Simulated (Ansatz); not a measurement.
# V/MgO/Au: predicting the conductance of a thicker barrier

Set-up. Ansatz 0.2.0, plane waves with PAW datasets, PBE. Interfaces are relaxed in a short slab (with D3(BJ) where the barrier is layered), set between ideal electrode layers that go on as semi-infinite leads, and the zero-bias conductance G at 300 K comes from T(E) on a typed mesh. The error is the largest of the program's estimates from energy step, mesh, the leads' potential steps and neutrality; its separate bound for narrow resonances between the energies solved isn't counted and can be far larger. The lower electrode is V (bcc 001), the upper Au (fcc 001) and the barrier MgO (rock salt 001), on a net of side 3.005 Å; d is the distance between the electrodes' last planes.

The runs shown:

```
planes in the barrier  d (Å)  G (S/m²)  error (%)  lead step (meV)
                    2   7.36   4.59e12         33               17
                    3   9.54   2.59e11         50               16
                    4  11.73   2.00e10         60               16
                    5  13.91    1.86e9         38               16
                    6  16.09    2.38e8         46               16
                    7  18.28    3.45e7         49               16
                    9  22.64    1.08e6         48               16
```

Task: A further run has 10 planes, d = 24.83 Å. Fit G ∝ exp(−βd) to the rows shown and predict its conductance.

A: Take y = ln G: 29.15, 26.28, 23.72, 21.34, 19.29, 17.36 and 13.89. The means are d = 14.22 Å and y = 21.58; Σ(Δd Δy) = −165.41 and Σ(Δd)² = 166.14, so the slope is −0.996 Å⁻¹ (β = 0.996 Å⁻¹). At d = 24.83 Å, y = 21.58 − 0.996 × 10.61 = 11.01, or G = 6.07e4 S/m².

**The withheld run.** The run gave 2.12e5 S/m², with an error estimate of 52 % and a lead step of 16 meV. The prediction is 0.286 times that, too low by a factor of 3.5. Step by step the slopes are 1.32, 1.17, 1.09, 0.94, 0.88, 0.80 and 0.74 Å⁻¹, falling with thickness. How much of this is a real bend and how much error of the rows wasn't traced.

**Limits.** The interfaces are ideal, one cell wide, strained to a common net and relaxed from one registry with their symmetry kept. PBE's gaps are too small, so true decay constants are likely larger where the Fermi level lies deep in a gap. No spin-orbit coupling, phonons, disorder or image charges enter. The rows shown are chosen by tests on error estimates (under 100 to 120 %), lead steps (under 150 meV, though the program warns over 25), intact interfaces and, for fits, a steady trend in the rows shown; the data set holds 414 series of this kind, and not all pass.

[Logs are printed without paths, hosts, clocks, repeated set-up lines and the standing remarks that a program may print on its own settings, such as how far it seeks lower states.]
